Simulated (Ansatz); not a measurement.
C: one atom moved along a line

The calculation used DFT PBE, scalar-relativistic, plane waves, PAW in Ansatz. Cutoff 420 eV, Γ-centred 6×6×6 k-points, Gaussian smearing of 0.05 eV. No spin polarisation. Energies are free energies at this smearing, counted from the undisturbed cell; pressure is positive in compression.

Reference structure (relaxed at this level):

```yaml
crystal:
  lattice:
    - [3.57148, 0.00000, 0.00000]
    - [0.00000, -3.57148, 0.00000]
    - [0.00000, 0.00000, -3.57148]
  atoms:
    - { symbol: C, position: [0.50000, 0.00000, 0.00000] }
    - { symbol: C, position: [0.00000, 0.50000, 0.00000] }
    - { symbol: C, position: [0.00000, 0.00000, 0.50000] }
    - { symbol: C, position: [0.50000, 0.50000, 0.50000] }
    - { symbol: C, position: [0.75000, 0.75000, 0.75000] }
    - { symbol: C, position: [0.25000, 0.25000, 0.75000] }
    - { symbol: C, position: [0.25000, 0.75000, 0.25000] }
    - { symbol: C, position: [0.75000, 0.25000, 0.25000] }
```

Atom 1 (C) is moved by x along the Cartesian unit vector (0.577, 0.577, 0.577); the cell and all other atoms stay fixed.

| x (Å) | ΔE (meV/cell) | force along x on the moved atoms (eV/Å) | pressure (GPa) | gap on the mesh (eV) |
| --- | --- | --- | --- | --- |
| -0.2000 | 747.7 | 6.89 | 3.3 | 2.37 |
| -0.1600 | 493.9 | 5.78 | 2.2 | 2.87 |
| -0.1200 | 286.8 | 4.55 | 1.3 | 3.39 |
| -0.0800 | 131.6 | 3.18 | 0.6 | 3.76 |
| -0.0400 | 34.0 | 1.67 | 0.2 | 3.96 |
| 0.0000 | 0.0 | 0.00 | 0.0 | 4.15 |
| 0.0800 | 150.6 | -3.90 | 0.8 | 3.93 |
| 0.1200 | 351.3 | -6.18 | 1.8 | 3.79 |
| 0.1600 | 648.6 | -8.73 | 3.3 | 3.61 |
| 0.2000 | 1054.3 | -11.61 | 5.4 | 3.37 |